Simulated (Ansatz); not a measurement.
# Bi2Te3: the cost of one run

Program: Ansatz 0.2.0. Level of theory: DFT LDA, scalar-relativistic. These are calculated values, not measurements.

**1. The system as given**

The structure is trigonal, space group R3m (No. 160). Conventional cell: a = 4.417 Å, b = 4.417 Å, c = 29.840 Å, α = 90.00°, β = 90.00°, γ = 120.00°. Around Bi (site symmetry 3m) lie 3 Te at 3.03 Å and 3 Bi at 3.43 Å. Bi (site symmetry 3m) has 3 Te at 3.27 Å and 3 Bi at 3.43 Å as nearest neighbours. Te (site symmetry 3m) is surrounded by 6 Te at 3.04 to 3.45 Å. Around Te (site symmetry 3m) lie 3 Bi at 3.03 Å and 3 Te at 3.45 Å. Around Te (site symmetry 3m) lie 3 Te at 3.04 Å and 3 Bi at 3.27 Å.

Structure file:

```cif
data_structure
_symmetry_space_group_name_H-M 'R3m:H'
_symmetry_Int_Tables_number 160
_cell_length_a 4.4170
_cell_length_b 4.4170
_cell_length_c 29.8400
_cell_angle_alpha 90.000
_cell_angle_beta 90.000
_cell_angle_gamma 120.000
_cell_volume 504.18
loop_
_atom_site_label
_atom_site_type_symbol
_atom_site_symmetry_multiplicity
_atom_site_Wyckoff_symbol
_atom_site_fract_x
_atom_site_fract_y
_atom_site_fract_z
_atom_site_occupancy
Bi1 Bi 3 a 0.66667 0.33333 0.14533 1
Bi2 Bi 3 a 0.33333 0.66667 0.06867 1
Te1 Te 3 a 0.33333 0.66667 0.27767 1
Te2 Te 3 a 0.00000 0.00000 0.20000 1
Te3 Te 3 a 0.00000 0.00000 0.00000 1
```

The file gives the conventional cell by its symmetry; the runs use the cell typed in the input.

Atoms are numbered in the order of the input: Bi1, Bi2, Te3, Te4, Te5.

**2. After the deformation**

Space group R3m before, P1 after.

**3. LAPW, all electrons**

The input, input.yaml:

```yaml
crystal:
  lattice:
    - [2.040175022, 1.0927512246, 9.8944162993]
    - [-2.3768274858, 1.1590062622, 9.9606713369]
    - [-0.1109476862, -2.6993576369, 9.9849223638]
  atoms:
    - { symbol: Bi, position: [0.812, 0.812, 0.812] }
    - { symbol: Bi, position: [0.402, 0.402, 0.402] }
    - { symbol: Te, position: [0.611, 0.611, 0.611] }
    - { symbol: Te, position: [0.2, 0.2, 0.2] }
    - { symbol: Te, position: [0.0, 0.0, 0.0] }
kpoints:
  mp_grid: { grid: [8, 8, 8] }
  band_path:
    path:
      - [0.0, 0.0, 0.0]
      - [0.0, 0.0, -0.5]
      - [0.5, 0.5, 0.5]
      - [0.0, 0.0, 0.0]
      - [0.0, -0.5, 0.0]
      - [0.5, 0.0, 0.0]
      - [0.0, 0.0, 0.0]
      - [0.5, 0.0, 0.5]
      - [0.0, -0.5, -0.5]
    npoints: 5
scf:
  occupations: { method: fermi_dirac, width: 0.08 }
hamiltonian:
  xc: lda
  pseudopotentials: { kind: all_electron, lapw: { basis_error: 0.001 } }
output:
  forces: true
  stress: true
  eigenvalues: true
```

Command:

```
$ ansatz run input.yaml --threads 2 --pin off --max-ram 8192MiB --backend cpu --events-out ev --progress --plain --runs-dir out
```

What time and memory should one allow on 2 threads of Intel Xeon Platinum 8488C (Sapphire Rapids), shared host?

About 12 min, with a peak of 3.3 GiB.
